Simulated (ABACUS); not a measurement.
Wanted: the native input for an ABACUS 3.10.1 run.

| Property | Result |
| --- | --- |
| Task | band structure |
| Functional | PBEsol |
| Potentials or basis | PseudoDojo NC SR 0.5 PBE stringent |
| Cutoff | 1361 eV |
| Density cutoff | 5442 eV |
| Basis | DZP LCAO (the cutoffs set its grid) |
| Occupations | fermi-dirac, width 0.05 eV |
| Spin | collinear spin, ferromagnetic start |
| Starting moments | [2.0] μB |
| Orbital files | V V_confined-atom_7au_3s2p2d1f.orb |
| Radial cutoff of the potentials (pseudo_rcut) | 10 bohr |
| Density | read from an earlier self-consistent run |
| Path | G-H-N-G-P-H, P-N |
| Points for each segment of the path | 10 |
| SCF threshold on the density | 1e-07 |
| Max SCF steps | 100 |
| Eigensolver | genelpa |
| Mixing | broyden |
| Mixing share | 0.4 |
| Symmetry key | -1 |

V:

```
V
1.0
    -1.51435    1.51435    1.51435
     1.51435   -1.51435    1.51435
     1.51435    1.51435   -1.51435
V
1
Cartesian
  0.0000 0.0000 0.0000
```

One way to write it, as run:

INPUT

```
INPUT_PARAMETERS
suffix              V
calculation         nscf
basis_type          lcao
pseudo_dir          ./
orbital_dir         ./
symmetry            -1
dft_functional      pbesol
ecutwfc             100.0
pseudo_rcut         10
nspin               2
nbands              18
ks_solver           genelpa
smearing_method     fd
smearing_sigma      0.00367493
scf_thr             1e-07
scf_nmax            100
mixing_type         broyden
mixing_beta         0.4
init_chg            file
out_band            1
```

STRU

```
ATOMIC_SPECIES
V 50.9415 V.upf

NUMERICAL_ORBITAL
V_confined-atom_7au_3s2p2d1f.orb

LATTICE_CONSTANT
1.8897261246

LATTICE_VECTORS
-1.5143500000 1.5143500000 1.5143500000
1.5143500000 -1.5143500000 1.5143500000
1.5143500000 1.5143500000 -1.5143500000

ATOMIC_POSITIONS
Direct

V
0.0
1
0.0000000000 0.0000000000 0.0000000000 1 1 1 mag 2
```

KPT

```
K_POINTS
8
Line
0.00000000 0.00000000 0.00000000 10 // G
0.50000000 -0.50000000 0.50000000 10 // H
0.00000000 0.00000000 0.50000000 10 // N
0.00000000 0.00000000 0.00000000 10 // G
0.25000000 0.25000000 0.25000000 10 // P
0.50000000 -0.50000000 0.50000000 1 // H
0.25000000 0.25000000 0.25000000 10 // P
0.00000000 0.00000000 0.50000000 1 // N
```

Potentials or basis: PseudoDojo NC SR 0.5 PBE stringent, DZP LCAO (the cutoffs set its grid).

Run with:

```sh
$ OMP_NUM_THREADS=1 mpirun -np 4 abacus > log
```

It took 1.2 s on 4 MPI ranks on Intel(R) Xeon(R) Platinum 8488C (Sapphire Rapids), with other jobs on the host, peak memory 0.36 GiB a rank.
